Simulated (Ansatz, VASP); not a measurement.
## AlN in VASP and in Ansatz

The input INCAR:

```
SYSTEM = AlN
ALGO = Normal ; EDIFF = 1E-7
EDIFFG = -0.01 ; ENCUT = 520
GGA = CA ; IBRION = 2
ISIF = 2 ; ISMEAR = 0
LASPH = .True. ; LCHARG = .False.
LREAL = .False. ; LWAVE = .False.
NELM = 80 ; NSW = 50
PREC = Accurate ; SIGMA = 0.05
```

Contents of KPOINTS:

```
k-points
0
Gamma
  9 9 6
  0 0 0
```

File POSCAR:

```
AlN
1.0
    3.1504000000      0.0000000000      0.0000000000
   -1.5752000000      2.7283264321      0.0000000000
    0.0000000000      0.0000000000      5.5368000000
Al N
2 2
Direct
    0.3333333333      0.6666666667      0.0015210172
    0.6666666667      0.3333333333      0.5015210172
    0.3333333333      0.6666666667      0.3834789828
    0.6666666667      0.3333333333      0.8834789828
```

Input for Ansatz:

```yaml
crystal:
  lattice:
    - [3.1504, 0.0, 0.0]
    - [-1.5752, 2.7283264321, 0.0]
    - [0.0, 0.0, 5.5368]
  atoms:
    - { symbol: Al, position: [0.3333333333, 0.6666666667, 0.0015210172] }
    - { symbol: Al, position: [0.6666666667, 0.3333333333, 0.5015210172] }
    - { symbol: "N", position: [0.3333333333, 0.6666666667, 0.3834789828] }
    - { symbol: "N", position: [0.6666666667, 0.3333333333, 0.8834789828] }
basis:
  ecutwfc: 520.0
kpoints:
  mp_grid: { grid: [9, 9, 6] }
hamiltonian:
  xc: lda
  pseudopotentials: { kind: paw, azcp: { folder: soft_1 } }
scf:
  occupations: { method: gaussian, width: 0.05 }
output:
  forces: true
  stress: true
  eigenvalues: true
relax:
  adjacent_minimum: "off"
  f_tol: 0.01
  max_steps: 30
```

Alike in both runs: task relaxation of the atoms; functional LDA; k mesh 9 × 9 × 6; occupations gaussian, width 0.05 eV; no spin polarisation.

```csv
,VASP,Ansatz
version,VASP 6.6.1,Ansatz 0.2.0
potentials or method,"VASP PAW LDA potentials, release 64 (Al, N)","scalar-relativistic, plane waves, PAW"
plane-wave cutoff (eV),520,520
valence electrons in the cell,16,16
```

|  | VASP | Ansatz | Ansatz less VASP |
| --- | --- | --- | --- |
| gap on the k mesh at the Fermi level, each at its own relaxed structure (eV) | 2.91 | 2.91 | +0.004 |

Ansatz warned: «pseudo_functional_mismatch».

A hybrid or GW would open this gap; LDA tends to underestimate it.
